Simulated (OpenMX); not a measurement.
Write the native input for OpenMX 3.8.5 that does the following.

| Item | Value |
| --- | --- |
| Task | single point |
| Functional | PBE |
| Potentials or basis | OpenMX 2013 PBE set, Co6.0H-s2p2d1, Ti7.0-s2p2d1, grid cutoff 700 Ry |
| k mesh | 7 × 7 × 7 |
| Occupations | fermi-dirac, width 0.05 eV |
| Spin | collinear spin, ferromagnetic start |
| Starting moments | [2.0, 1.0] μB |
| Mixing scheme | rmm-diisk |
| SCF threshold | 1e-08 Ha |
| Solver | band |
| Max SCF cycles | 160 |

The system is TiCo.

```
Co Ti
1.0
     2.98611    0.00000    0.00000
     0.00000    2.98611    0.00000
     0.00000    0.00000    2.98611
Co Ti
1 1
Direct
  0.50000 0.50000 0.50000
  0.00000 0.00000 0.00000
```

The cell comes from a database or a generator and needn't be the stable form of this composition.

One way to write it, as run:

TiCo.dat

```
System.CurrrentDirectory             ./
System.Name                          TiCo
DATA.PATH                            ./DFT_DATA13
level.of.stdout                      1
level.of.fileout                     1
Species.Number                       2
<Definition.of.Atomic.Species
  Co  Co6.0H-s2p2d1          Co_PBE13H
  Ti  Ti7.0-s2p2d1           Ti_PBE13
Definition.of.Atomic.Species>

Atoms.Number                         2
Atoms.SpeciesAndCoordinates.Unit     FRAC
<Atoms.SpeciesAndCoordinates
    1  Co    0.5000000000    0.5000000000    0.5000000000   9.500  7.500
    2  Ti    0.0000000000    0.0000000000    0.0000000000   6.500  5.500
Atoms.SpeciesAndCoordinates>

Atoms.UnitVectors.Unit               Ang
<Atoms.UnitVectors
     2.9861109900    0.0000000000    0.0000000000
     0.0000000000    2.9861109900    0.0000000000
     0.0000000000    0.0000000000    2.9861109900
Atoms.UnitVectors>

scf.XcType                           GGA-PBE
scf.SpinPolarization                 on
scf.ElectronicTemperature            580.226
scf.energycutoff                     700.0
scf.maxIter                          160
scf.EigenvalueSolver                 band
scf.Kgrid                            7 7 7
scf.Mixing.Type                      rmm-diisk
scf.Init.Mixing.Weight               0.01
scf.Min.Mixing.Weight                0.001
scf.Max.Mixing.Weight                0.2
scf.Mixing.History                   40
scf.Mixing.StartPulay                15
scf.criterion                        1.0e-8
scf.stress.tensor                    on
MD.Type                              nomd
```

Potentials or basis: OpenMX 2013 PBE set, Co6.0H-s2p2d1, Ti7.0-s2p2d1, grid cutoff 700 Ry.

Launch:

```sh
$ openmx TiCo.dat -nt 1 > TiCo.std
```

Results of the run:

```yaml
Pressure: 0.1 GPa
Band_gap_on_the_k_mesh: none (metal or under the smearing width)
Net_moment: 0.83 μB per cell
Site_moments: Co +0.99; Ti -0.16 μB
Mulliken_charges: Co -0.08; Ti +0.08 e
```

Caveat: the transition metal has a single d function, too few for pressures, volumes and moments; Mulliken charges move with the basis; the basis of atomic orbitals isn't converged, which shifts pressures, moduli and gaps.

It took 2.4 min on 1 thread of AMD EPYC 9R45 96-Core Processor (Zen 5), with other jobs on the host, peak memory 1.4 GiB.
